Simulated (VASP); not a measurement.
# GaP (F-43m) in VASP: further runs

Aim: see how the results for GaP move with the level of theory and the settings. Levels: HSE06, HSE03, PBE0. Tasks: band structure.

All numbers are computed with VASP 6.6.1; they aren't measurements. Logs are shortened: lines on timing, memory, paths and dates and some standing lists are left out, and cuts for length are marked.

**What was measured.**

“Stacking defects in GaP nanowires: Electronic structure and optical properties”, 2018, arxiv:1810.01194 quotes, for a bulk crystal of GaP at 10 K: band gap 2.34 eV (indirect).

The results are compared with them further down.

## Step 1: The crystal as given

The structure is cubic, space group F-43m (No. 216). The conventional cell has a = 5.451 Å, b = 5.451 Å, c = 5.451 Å, α = 90.00°, β = 90.00°, γ = 90.00°. Around Ga (site symmetry -43m) lie 4 P at 2.36 Å. P (site symmetry -43m) has 4 Ga at 2.36 Å as nearest neighbours.

## Step 2: Band structure, HSE06

Input file POSCAR:

```
GaP
1.0
    0.0000000000      2.7252500000      2.7252500000
    2.7252500000      0.0000000000      2.7252500000
    2.7252500000      2.7252500000      0.0000000000
Ga P
1 1
Direct
    0.0000000000      0.0000000000      0.0000000000
    0.7500000000      0.7500000000      0.7500000000
```

Input file INCAR.step1:

```
SYSTEM = GaP
PREC = Accurate
ENCUT = 520
EDIFF = 1E-5
ISMEAR = 0
SIGMA = 0.02
LREAL = .False.
LASPH = .True.
NELM = 100
ALGO = Normal
ISIF = 2
LWAVE = .True.
LCHARG = .False.
GGA = PE
KPAR = 4
```

Input file INCAR.step2:

```
SYSTEM = GaP
PREC = Accurate
ENCUT = 520
EDIFF = 1E-6
ISMEAR = 0
SIGMA = 0.02
LREAL = .False.
LASPH = .True.
NELM = 100
ALGO = Normal
ISIF = 2
LWAVE = .False.
LCHARG = .False.
GGA = PE
LHFCALC = .True.
HFSCREEN = 0.2
PRECFOCK = Fast
ISTART = 1
KPAR = 4
```

Input file KPOINTS:

```
regular mesh
0
Gamma
  6 6 6
  0 0 0
```

Input file KPOINTS_OPT:

```
path GXWKGLUWLK,UX
8
line-mode
reciprocal
 0.0000000000  0.0000000000  0.0000000000  G
 0.5000000000  0.0000000000  0.5000000000  X

 0.5000000000  0.0000000000  0.5000000000  X
 0.5000000000  0.2500000000  0.7500000000  W

 0.5000000000  0.2500000000  0.7500000000  W
 0.3750000000  0.3750000000  0.7500000000  K

 0.3750000000  0.3750000000  0.7500000000  K
 0.0000000000  0.0000000000  0.0000000000  G

 0.0000000000  0.0000000000  0.0000000000  G
 0.5000000000  0.5000000000  0.5000000000  L

 0.5000000000  0.5000000000  0.5000000000  L
 0.6250000000  0.2500000000  0.6250000000  U

 0.6250000000  0.2500000000  0.6250000000  U
 0.5000000000  0.2500000000  0.7500000000  W

 0.5000000000  0.2500000000  0.7500000000  W
 0.5000000000  0.5000000000  0.5000000000  L

 0.5000000000  0.5000000000  0.5000000000  L
 0.3750000000  0.3750000000  0.7500000000  K

 0.6250000000  0.2500000000  0.6250000000  U
 0.5000000000  0.0000000000  0.5000000000  X
```

Potentials or basis: VASP PAW PBE potentials, release 64 (Ga_d, P).

Launch:

```
$ cat potpaw_PBE.64/Ga_d/POTCAR potpaw_PBE.64/P/POTCAR > POTCAR
$ cp INCAR.step1 INCAR
$ mpirun -np 4 vasp_std > vasp.out
$ cp INCAR.step2 INCAR
$ mpirun -np 4 vasp_std > vasp.out
```

OUTCAR:

```text
SYSTEM = GaP
   PREC = Accurate
   ENCUT = 520
   EDIFF = 1E-6
   ISMEAR = 0
   LREAL = .False.
   LASPH = .True.
   NELM = 100
   ISIF = 2
   GGA = PE
   LHFCALC = .True.
   HFSCREEN = 0.2
   PRECFOCK = Fast
   ISTART = 1

 ion  position               nearest neighbor table
   1  0.000  0.000  0.000-   2 2.36   2 2.36   2 2.36   2 2.36
   2  0.750  0.750  0.750-   1 2.36   1 2.36   1 2.36   1 2.36

  LATTYP: Found a face centered cubic cell.
 ALAT       =     5.4505000000

  Lattice vectors:

 A1 = (   0.0000000000,   2.7252500000,   2.7252500000)
 A2 = (   2.7252500000,   0.0000000000,   2.7252500000)
 A3 = (   2.7252500000,   2.7252500000,   0.0000000000)

Analysis of symmetry for initial positions (statically):
=====================================================================
 Subroutine PRICEL returns:
 Original cell was already a primitive cell.

 Routine SETGRP: Setting up the symmetry group for a
 face centered cubic supercell.

 Subroutine GETGRP returns: Found 24 space group operations
 (whereof 24 operations were pure point group operations)
 out of a pool of 48 trial point group operations.

The static configuration has the point symmetry T_d .

Analysis of symmetry for dynamics (positions and initial velocities):
=====================================================================
 Subroutine PRICEL returns:
 Original cell was already a primitive cell.

 Routine SETGRP: Setting up the symmetry group for a
 face centered cubic supercell.

 Subroutine GETGRP returns: Found 24 space group operations
 (whereof 24 operations were pure point group operations)
 out of a pool of 48 trial point group operations.

The dynamic configuration has the point symmetry T_d .

 Subroutine INISYM returns: Found 24 space group operations
 (whereof 24 operations are pure point group operations),
 and found     1 'primitive' translations

----------------------------------------------------------------------------------------

                                     Primitive cell

  volume of cell :      40.4808

  direct lattice vectors                    reciprocal lattice vectors
     0.000000000  2.725250000  2.725250000    -0.183469406  0.183469406  0.183469406
     2.725250000  0.000000000  2.725250000     0.183469406 -0.183469406  0.183469406
     2.725250000  2.725250000  0.000000000     0.183469406  0.183469406 -0.183469406

  length of vectors
     3.854085511  3.854085511  3.854085511     0.317778334  0.317778334  0.317778334

  position of ions in fractional coordinates (direct lattice)
     0.000000000  0.000000000  0.000000000
     0.750000000  0.750000000  0.750000000

  ion indices of the primitive-cell ions
   primitive index   ion index
                 1           1
                 2           2

----------------------------------------------------------------------------------------

 KPOINTS: regular mesh

Automatic generation of k-mesh.
 Grid dimensions read from file:
 generate k-points for:    6    6    6

 Generating k-lattice:

  Cartesian coordinates                     Fractional coordinates (reciprocal lattice)
    -0.030578234  0.030578234  0.030578234     0.166666667  0.000000000  0.000000000
     0.030578234 -0.030578234  0.030578234     0.000000000  0.166666667  0.000000000
     0.030578234  0.030578234 -0.030578234     0.000000000  0.000000000  0.166666667

  Length of vectors
     0.052963056  0.052963056  0.052963056

  Shift w.r.t. Gamma in fractional coordinates (k-lattice)
     0.000000000  0.000000000  0.000000000

 Subroutine IBZKPT returns following result:
 ===========================================

 Found     16 irreducible k-points:

 Following reciprocal coordinates:
            Coordinates               Weight
  0.000000  0.000000  0.000000      1.000000
  0.166667  0.000000  0.000000      8.000000
  0.333333  0.000000  0.000000      8.000000
  0.500000  0.000000  0.000000      4.000000
  0.166667  0.166667  0.000000      6.000000
  0.333333  0.166667  0.000000     24.000000
[... 8 lines left out ...]
[... 43 lines left out ...]

 E-fermi :   4.3654     XC(G=0):  -8.1435

 val. band max:        4.2061515993   @ k =   0.0000   0.0000   0.0000
 cond. band min:       6.5158887817   @ k =   0.5000   0.5000   0.0000
 fundamental gap:      2.3097371824
 Fermi energy:         4.3653731853

 k-point     1 :       0.0000    0.0000    0.0000
  band No.  band energies     occupation
      1     -12.8555      2.00000
      2     -12.8555      2.00000
      3     -12.8555      2.00000
      4     -12.7544      2.00000
      5     -12.7544      2.00000
      6      -9.5821      2.00000
      7       4.2061      2.00000
      8       4.2062      2.00000
      9       4.2062      2.00000
     10       7.0198      0.00000
     11       8.9969      0.00000
     12       8.9970      0.00000
     13       8.9970      0.00000

 k-point     2 :       0.1667    0.0000    0.0000
  band No.  band energies     occupation
      1     -12.8704      2.00000
      2     -12.8483      2.00000
      3     -12.8483      2.00000
      4     -12.7544      2.00000
      5     -12.7544      2.00000
      6      -9.2005      2.00000
      7       1.6925      2.00000
      8       3.8127      2.00000
      9       3.8127      2.00000
     10       7.5543      0.00000
     11       9.5857      0.00000
     12       9.5857      0.00000
     13      10.2116      0.00000

 k-point     3 :       0.3333    0.0000    0.0000
  band No.  band energies     occupation
      1     -12.8989      2.00000
      2     -12.8363      2.00000
      3     -12.8363      2.00000
      4     -12.7518      2.00000
      5     -12.7518      2.00000
      6      -8.1772      2.00000
      7      -1.4526      2.00000
      8       3.2274      2.00000
      9       3.2274      2.00000
     10       6.9773      0.00000
     11       9.9655      0.00000
     12       9.9655      0.00000
     13      12.9311      0.00000
[... 177 lines left out ...]
 k-point    15 :      -0.3333    0.3333    0.1667
  band No.  band energies     occupation
      1     -12.9241      2.00000
      2     -12.8235      2.00000
      3     -12.8071      2.00000
      4     -12.7646      2.00000
      5     -12.7479      2.00000
      6      -6.6327      2.00000
      7      -2.7308      2.00000
      8       0.2069      2.00000
      9       1.5338      2.00000
     10       9.0331      0.00000
     11       9.6556      0.00000
     12      11.6741      0.00000
     13      13.0996      0.00000

 k-point    16 :      -0.3333    0.5000    0.1667
  band No.  band energies     occupation
      1     -12.9347      2.00000
      2     -12.8136      2.00000
      3     -12.7988      2.00000
      4     -12.7739      2.00000
      5     -12.7430      2.00000
      6      -6.3076      2.00000
      7      -2.9492      2.00000
      8       0.5298      2.00000
      9       0.6779      2.00000
     10       8.4555      0.00000
     11       8.7716      0.00000
     12      12.9160      0.00000
     13      12.9270      0.00000

------------------------ aborting loop because EDIFF is reached ----------------------------------------

  FORCE on cell =-STRESS in cart. coord.  units (eV):
  Direction    XX          YY          ZZ          XY          YZ          ZX
  --------------------------------------------------------------------------------------
  -------------------------------------------------------------------------------------
  Total        0.1417805      0.1417805      0.1417805     -0.0000000     -0.0000000     -0.0000000
  in kB        5.6114883      5.6114883      5.6114883     -0.0000000     -0.0000000     -0.0000000
  external PRESSURE =       5.6114883 kB  Pullay stress =       0.0000000 kB

 VOLUME and BASIS-vectors are now :
 -----------------------------------------------------------------------------
  energy-cutoff  :      520.00
  volume of cell :       40.48
      direct lattice vectors                 reciprocal lattice vectors
     0.000000000  2.725250000  2.725250000    -0.183469406  0.183469406  0.183469406
     2.725250000  0.000000000  2.725250000     0.183469406 -0.183469406  0.183469406
     2.725250000  2.725250000  0.000000000     0.183469406  0.183469406 -0.183469406

 POSITION                                       TOTAL-FORCE (eV/Angst)
 -----------------------------------------------------------------------------------
      0.00000      0.00000      0.00000         0.000000      0.000000      0.000000
      4.08788      4.08788      4.08788        -0.000000     -0.000000     -0.000000
 -----------------------------------------------------------------------------------
    total drift:                               -0.000015     -0.000011     -0.000009

  FREE ENERGIE OF THE ION-ELECTRON SYSTEM (eV)
  ---------------------------------------------------
  free  energy   TOTEN  =       -10.8103685172 eV

  energy  without entropy=      -10.8103685172  energy(sigma->0) =      -10.81036852
```

Wall time 7.5 min (4 MPI ranks of Intel Xeon Platinum 8488C (Sapphire Rapids), shared host); peak memory 0.32 GiB.

What came out:

| Property | Result |
| --- | --- |
| Free energy | -10.8104 eV |
| Pressure | 0.6 GPa |
| Band gap on the k mesh | 2.31 eV, indirect (least direct gap 2.81 eV) |
| Band gap along the path | 2.28 eV, indirect (least direct gap 2.81 eV) |

Levels at the corners of the path, in eV from the valence-band top:
| point | band 5 | band 6 | band 7 | band 8 | band 9 | band 10 | band 11 | band 12 | band 13 |
| --- | --- | --- | --- | --- | --- | --- | --- | --- | --- |
| Γ | -16.96 | -13.79 | 0.00 | 0.00 | 0.00 | 2.81 | 4.79 | 4.79 | 4.79 |
| X | -16.94 | -10.58 | -7.34 | -2.93 | -2.93 | 2.31 | 2.58 | 12.09 | 12.26 |
| X | -16.94 | -10.58 | -7.34 | -2.93 | -2.93 | 2.31 | 2.58 | 12.09 | 12.43 |
| W | -16.95 | -10.49 | -7.08 | -3.90 | -3.70 | 5.53 | 6.00 | 7.07 | 7.17 |
| W | -16.95 | -10.49 | -7.08 | -3.90 | -3.70 | 5.53 | 6.00 | 7.07 | 7.17 |
| K | -16.95 | -10.62 | -7.09 | -4.28 | -2.45 | 2.93 | 5.76 | 9.46 | 9.49 |
| K | -16.95 | -10.62 | -7.09 | -4.28 | -2.45 | 2.93 | 5.76 | 9.46 | 9.51 |
| Γ | -16.96 | -13.79 | 0.00 | 0.00 | 0.00 | 2.81 | 4.79 | 4.79 | 4.79 |
| Γ | -16.96 | -13.79 | 0.00 | 0.00 | 0.00 | 2.81 | 4.79 | 4.79 | 4.79 |
| L | -16.96 | -11.56 | -7.24 | -1.21 | -1.21 | 2.53 | 5.64 | 5.64 | 9.28 |
| L | -16.96 | -11.56 | -7.24 | -1.21 | -1.21 | 2.53 | 5.64 | 5.64 | 9.28 |
| U | -16.95 | -10.62 | -7.09 | -4.28 | -2.45 | 2.93 | 5.76 | 9.46 | 9.49 |
| U | -16.95 | -10.62 | -7.09 | -4.28 | -2.45 | 2.93 | 5.76 | 9.46 | 9.49 |
| W | -16.95 | -10.49 | -7.08 | -3.90 | -3.70 | 5.53 | 6.00 | 7.07 | 7.17 |
| W | -16.95 | -10.49 | -7.08 | -3.90 | -3.70 | 5.53 | 6.00 | 7.07 | 7.17 |
| L | -16.96 | -11.56 | -7.24 | -1.21 | -1.21 | 2.53 | 5.64 | 5.64 | 9.28 |
| L | -16.96 | -11.56 | -7.24 | -1.21 | -1.21 | 2.53 | 5.64 | 5.64 | 9.28 |
| K | -16.95 | -10.62 | -7.09 | -4.28 | -2.45 | 2.93 | 5.76 | 9.46 | 9.49 |
| U | -16.95 | -10.62 | -7.09 | -4.28 | -2.45 | 2.93 | 5.76 | 9.46 | 9.49 |
| X | -16.94 | -10.58 | -7.34 | -2.93 | -2.93 | 2.31 | 2.58 | 12.09 | 12.17 |

Caveat: the PAW data sets were made with another functional, which shifts forces and pressure a little.

## Step 3: Band structure, HSE03

POSCAR is that of step 2.

INCAR.step1 is that of step 2.

Edit INCAR.step2 of step 2 so:

```diff
@@ -15,3 +15,3 @@
 LHFCALC = .True.
-HFSCREEN = 0.2
+HFSCREEN = 0.3
 PRECFOCK = Fast
```

KPOINTS is that of step 2.

KPOINTS_OPT is that of step 2.

Potentials or basis: VASP PAW PBE potentials, release 64 (Ga_d, P).

Launch:

```
$ cat potpaw_PBE.64/Ga_d/POTCAR potpaw_PBE.64/P/POTCAR > POTCAR
$ cp INCAR.step1 INCAR
$ mpirun -np 4 vasp_std > vasp.out
$ cp INCAR.step2 INCAR
$ mpirun -np 4 vasp_std > vasp.out
```

Run time: 8.7 min. Hardware: 4 MPI ranks of Intel Xeon Platinum 8488C (Sapphire Rapids), shared host; peak memory 0.31 GiB.

Results (log left out):

| Quantity | Value |
| --- | --- |
| Free energy | -10.4679 eV |
| Pressure | 0.8 GPa |
| Band gap on the k mesh | 2.13 eV, indirect (least direct gap 2.61 eV) |
| Band gap along the path | 2.10 eV, indirect (least direct gap 2.61 eV) |

Levels at the corners of the path, in eV from the valence-band top:
```
point  band 5  band 6  band 7  band 8  band 9  band 10  band 11  band 12  band 13
    Γ  -16.86  -13.67    0.00    0.00    0.00     2.61     4.58     4.58     4.58
    X  -16.84  -10.48   -7.24   -2.88   -2.88     2.13     2.39    11.81    11.98
    X  -16.84  -10.48   -7.24   -2.88   -2.88     2.13     2.39    11.81    12.15
    W  -16.85  -10.39   -6.99   -3.84   -3.64     5.32     5.76     6.85     6.93
    W  -16.85  -10.39   -6.99   -3.84   -3.64     5.32     5.76     6.85     6.93
    K  -16.84  -10.52   -7.00   -4.21   -2.42     2.74     5.54     9.21     9.23
    K  -16.84  -10.52   -7.00   -4.21   -2.42     2.74     5.54     9.21     9.25
    Γ  -16.86  -13.67    0.00    0.00    0.00     2.61     4.58     4.58     4.58
    Γ  -16.86  -13.67    0.00    0.00    0.00     2.61     4.58     4.58     4.58
    L  -16.85  -11.45   -7.13   -1.19   -1.19     2.33     5.42     5.42     9.05
    L  -16.85  -11.45   -7.13   -1.19   -1.19     2.33     5.42     5.42     9.05
    U  -16.84  -10.52   -7.00   -4.21   -2.42     2.74     5.54     9.21     9.24
    U  -16.84  -10.52   -7.00   -4.21   -2.42     2.74     5.54     9.21     9.23
    W  -16.85  -10.39   -6.99   -3.84   -3.64     5.32     5.76     6.85     6.93
    W  -16.85  -10.39   -6.99   -3.84   -3.64     5.32     5.76     6.85     6.93
    L  -16.85  -11.45   -7.13   -1.19   -1.19     2.33     5.42     5.42     9.05
    L  -16.85  -11.45   -7.13   -1.19   -1.19     2.33     5.42     5.42     9.05
    K  -16.84  -10.52   -7.00   -4.21   -2.42     2.74     5.54     9.21     9.24
    U  -16.84  -10.52   -7.00   -4.21   -2.42     2.74     5.54     9.21     9.23
    X  -16.84  -10.48   -7.24   -2.88   -2.88     2.13     2.39    11.81    11.89
```

Caveat: the PAW data sets were made with another functional, which shifts forces and pressure a little.

## Step 4: Band structure, PBE0

POSCAR is that of step 3.

INCAR.step1 is that of step 3.

Edit INCAR.step2 of step 3 so:

```diff
@@ -15,4 +15,5 @@
 LHFCALC = .True.
-HFSCREEN = 0.3
+AEXX = 0.25
 PRECFOCK = Fast
+HFRCUT = -1
 ISTART = 1
```

KPOINTS is that of step 3.

KPOINTS_OPT is that of step 3.

Launch:

```
$ cat potpaw_PBE.64/Ga_d/POTCAR potpaw_PBE.64/P/POTCAR > POTCAR
$ cp INCAR.step1 INCAR
$ mpirun -np 4 vasp_std > vasp.out
$ cp INCAR.step2 INCAR
$ mpirun -np 4 vasp_std > vasp.out
```

It took 8.4 min on 4 MPI ranks of Intel Xeon Platinum 8488C (Sapphire Rapids), shared host; peak memory 0.23 GiB.

Results (log left out):

| Property | Result |
| --- | --- |
| Free energy | -11.6700 eV |
| Pressure | 0.3 GPa |
| Band gap on the k mesh | 2.96 eV, indirect (least direct gap 3.45 eV) |
| Band gap along the path | 2.93 eV, indirect (least direct gap 3.45 eV) |

Levels at the corners of the path, in eV from the valence-band top:
```tsv
point	band 7	band 8	band 9	band 10	band 11	band 12
Γ	0.00	0.00	0.00	3.45	5.46	5.46
X	-7.42	-2.97	-2.97	2.96	3.24	12.80
X	-7.42	-2.97	-2.97	2.96	3.24	12.80
W	-7.17	-3.97	-3.76	6.22	6.70	7.76
W	-7.17	-3.97	-3.76	6.22	6.70	7.76
K	-7.18	-4.36	-2.49	3.59	6.46	10.16
K	-7.18	-4.36	-2.49	3.59	6.46	10.17
Γ	0.00	0.00	0.00	3.45	5.46	5.46
Γ	0.00	0.00	0.00	3.45	5.46	5.46
L	-7.33	-1.23	-1.23	3.17	6.32	6.32
L	-7.33	-1.23	-1.23	3.17	6.32	6.32
U	-7.18	-4.36	-2.49	3.59	6.46	10.16
U	-7.18	-4.36	-2.49	3.59	6.46	10.16
W	-7.17	-3.97	-3.76	6.22	6.70	7.76
W	-7.17	-3.97	-3.76	6.22	6.70	7.76
L	-7.33	-1.23	-1.23	3.17	6.32	6.32
L	-7.33	-1.23	-1.23	3.17	6.32	6.32
K	-7.18	-4.36	-2.49	3.59	6.46	10.16
U	-7.18	-4.36	-2.49	3.59	6.46	10.16
X	-7.42	-2.97	-2.97	2.96	3.24	12.80
```

Caveat: the PAW data sets were made with another functional, which shifts forces and pressure a little.

## Step 5: The runs side by side

| level | screening parameter | exchange at q = 0 | gap on the mesh (eV) | pressure (GPa) |
| --- | --- | --- | --- | --- |
| HSE06 | 0.2 1/A | - | 2.31 | 0.6 |
| HSE03 | - | - | 2.13 | 0.8 |
| PBE0 | - | truncated | 2.96 | 0.3 |

Alike in all rows: task band structure; potentials or basis VASP PAW PBE potentials, release 64 (Ga_d, P); no spin polarisation; cell as given; k mesh 6 × 6 × 6; cutoff (eV) 520; smearing gaussian 0.02 eV.

On the cell as given the gap runs from 2.10 eV (HSE03) to 2.93 eV (PBE0). The pressure there spans 0.3 GPa (PBE0) to 0.8 GPa (HSE03); a positive pressure means that this level wants a larger cell, a negative one a smaller.

Caveats: the PAW data sets were made with another functional, which shifts forces and pressure a little.

Total energies depend on the potentials used, so only differences within one code and one set of settings carry meaning.

## Step 6: Comparison with measurements

Step 2. Measured gap of GaP: 2.34 eV (indirect; 10 K; quoted in “Stacking defects in GaP nanowires: Electronic structure and optical properties”, 2018, arxiv:1810.01194). This calculation gives 2.28 eV (-0.06 eV). Spin-orbit coupling on Ga is left out. The value is that of HSE06, without temperature or zero-point motion.

Step 3. A measured gap of GaP is 2.34 eV (indirect; 10 K; quoted in “Stacking defects in GaP nanowires: Electronic structure and optical properties”, 2018, arxiv:1810.01194); the calculated 2.10 eV misses it by -0.24 eV. Spin-orbit coupling on Ga is left out. The value is that of HSE03, without temperature or zero-point motion.

Step 4. Measured gap of GaP: 2.34 eV (indirect; 10 K; quoted in “Stacking defects in GaP nanowires: Electronic structure and optical properties”, 2018, arxiv:1810.01194). This calculation gives 2.93 eV (+0.59 eV). Spin-orbit coupling on Ga is left out. The value is that of PBE0, without temperature or zero-point motion.
